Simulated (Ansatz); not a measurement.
Runs of Ansatz 0.2.0 on Si2Mo. The structure is tetragonal, space group I4/mmm (No. 139). Conventional cell: a = 3.200 Å, b = 3.200 Å, c = 7.861 Å, α = 90.00°, β = 90.00°, γ = 90.00°. Mo (site symmetry 4/mmm) has 10 Si at 2.62 Å as nearest neighbours. Around Si (site symmetry 4mm) lie 5 Si at 2.61 to 2.63 Å and 5 Mo at 2.62 Å. 

```csv
task,level,potentials or basis,spin,U,k mesh,cutoff (eV),smearing,sphere radius (all atoms),start of the occupations,double counting,hubbard projectors,other functionals evaluated on the density,basis error allowed,other keys,mesh quality,gap on the mesh (eV),pressure (GPa),largest force (eV/Å)
density of states,Slater exchange only,"all-electron LAPW, relativistic spinors","SOC, no magnetisation",-,9 × 9 × 9,456,cold 0.1 eV,1.045 Å,-,-,-,-,0.0005 eV/atom,hamiltonian.pseudopotentials.lapw.muffin_tin_radii = 1.045,coarse,none,(b),0.35
elastic constants,PBE+D3(BJ)+ATM+U,"all-electron LAPW, scalar-relativistic",off,Mo d U = 7 eV,9 × 9 × 9,220,fermi-dirac 0.01 eV,-,auto,fll,ortho-atomic,-,0.002 eV/atom,-,coarse,none,-4.5,0.78
single point,PBE,"all-electron LAPW, scalar-relativistic",off,-,8 × 8 × 8,194,fermi-dirac 0.04 eV,-,-,-,-,-,0.003 eV/atom,-,coarse,none,2.3,(c)
single point,PBE,"all-electron LAPW, scalar-relativistic",off,-,7 × 7 × 7,205,fermi-dirac 0.04 eV,-,-,-,-,-,0.002 eV/atom,-,coarse,none,2.3,(a)
single point,revPBE+D3(BJ)+ATM+U,"all-electron LAPW, scalar-relativistic",off,Mo d U = 4.5 eV,12 × 12 × 12,223,fermi-dirac 0.1 eV,-,auto,fll,ortho-atomic,"RPBE, PBEsol, BLYP",0.001 eV/atom,-,not flagged,none,-9.3,0.57
```

Alike in all rows: cell as given.

**Question.** Estimate the missing entries.

**Answer.** (a) 0.30; (b) 5.1; (c) 0.32.

Caveats: some runs use coarse meshes; the k mesh is thin for a metal, which can move the energy by tens of meV per atom (some runs); U is the effective U less J, on atomic orbitals that reach past the spheres (some runs); U without spin polarisation on a metal has little footing (some runs); pairwise dispersion overbinds metals, which lowers pressure and volume (some runs); the U is typed as a test and isn't derived for this compound (some runs); a metal's response needs a denser mesh (some runs); the cell is more than 3 GPa from zero pressure, which shifts response properties (some runs).

A k mesh can miss the band edges, and rows without SOC leave out spin-orbit coupling on Mo.

A gap of «none» marks a metal or a gap under the smearing width.

The runs don't all hold the same shells in valence.
